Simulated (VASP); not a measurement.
Set up this calculation in VASP 6.6.1, as the native input.

| Item | Value |
| --- | --- |
| Task | relaxation of cell and atoms |
| Functional | PBE |
| Dispersion | D3(BJ) |
| Potentials or basis | VASP PAW PBE potentials, release 64 (Mg, S) |
| Cutoff | 600 eV |
| k mesh | 8 × 8 × 8 |
| Occupations | gaussian, width 0.02 eV |
| Spin | no spin polarisation |
| Further INCAR settings | ALGO = Normal; EDIFF = 1e-07; IBRION = 2; EDIFFG = -0.005; NSW = 90; ISIF = 3 |

The structure of MgS lies in POSCAR:

```
MgS
1.0
    0.0000000000      2.6043975600      2.6043975600
    2.6043975600      0.0000000000      2.6043975600
    2.6043975600      2.6043975600      0.0000000000
Mg S
1 1
Direct
    0.0000000000      0.0000000000      0.0000000000
    0.5000000000      0.5000000000      0.5000000000
```

The cell is a database's computed one.

One way to write it, as run:

INCAR

```
  PREC = Accurate
  ENCUT = 600
  EDIFF = 1E-7
  ISMEAR = 0
  SIGMA = 0.02
  LREAL = F
  LASPH = T
  NELM = 60
  ALGO = Normal
  ISIF = 3
  LWAVE = F
  LCHARG = F
  GGA = PE
  IVDW = 12
  IBRION = 2
  NSW = 90
  EDIFFG = -0.005
```

KPOINTS

```
regular mesh
0
Gamma
  8 8 8
```

Potentials or basis: VASP PAW PBE potentials, release 64 (Mg, S).

Run with:

```bash
$ cat potpaw_PBE.64/Mg/POTCAR potpaw_PBE.64/S/POTCAR > POTCAR
$ mpirun -np 1 vasp_std > vasp.out
```

Results of the run:

The relaxed volume is 17.06 Å³/atom. The relaxed cell is a = 3.641 Å, b = 3.641 Å, c = 3.641 Å, α = 60.00°, β = 60.00°, γ = 60.00°, the space group after relaxing (to 0.05 Å) is Fm-3m (No. 225) and the energy gained by relaxing is 5.1 meV/atom. The ionic steps are 3. The pressure after relaxing is 0.0 GPa and the band gap on the k mesh is 2.84 eV, indirect (least direct gap 3.96 eV). The dispersion energy per atom is -0.367 eV.

Run time: 30 s on 1 thread of Intel(R) Xeon(R) Platinum 8488C (Sapphire Rapids) (shared host), peak memory 0.18 GiB.
